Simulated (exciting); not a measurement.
A run of exciting (release sodium):

The input input.xml:

```xml
<input>
  <title>C</title>
  <structure speciespath="./" tshift="false">
    <crystal scale="1">
      <basevect>0.000000000000 3.370080878874 3.370080878874</basevect>
      <basevect>3.370080878874 0.000000000000 3.370080878874</basevect>
      <basevect>3.370080878874 3.370080878874 0.000000000000</basevect>
    </crystal>
    <species speciesfile="C.xml" rmt="1.4">
      <atom coord="0.750000000000 0.750000000000 0.750000000000"/>
      <atom coord="0.500000000000 0.500000000000 0.500000000000"/>
    </species>
  </structure>
  <groundstate do="fromscratch" ngridk="8 8 8" rgkmax="6.5" gmaxvr="14" lmaxapw="10" lmaxmat="10" lmaxvr="8" xctype="GGA_PBE" stype="Gaussian" swidth="0.00183747" nempty="10" ValenceRelativity="iora*" epsengy="1e-05" epspot="1e-05" maxscl="60" tforce="true" outputlevel="high"/>
</input>
```

Potentials or basis: all-electron LAPW+lo, shipped species files, valence relativity iora*.

Command:

```bash
$ OMP_NUM_THREADS=1 exciting_smp
```

Hardware: 1 thread of Intel(R) Xeon(R) Platinum 8375C CPU @ 2.90GHz (Ice Lake) (shared host).

How long does it take, and how much memory?

Wall time 26 s on 1 thread of Intel(R) Xeon(R) Platinum 8375C CPU @ 2.90GHz (Ice Lake) (shared host), peak memory 0.12 GiB. Counts: scf iterations 11, plane waves 138.
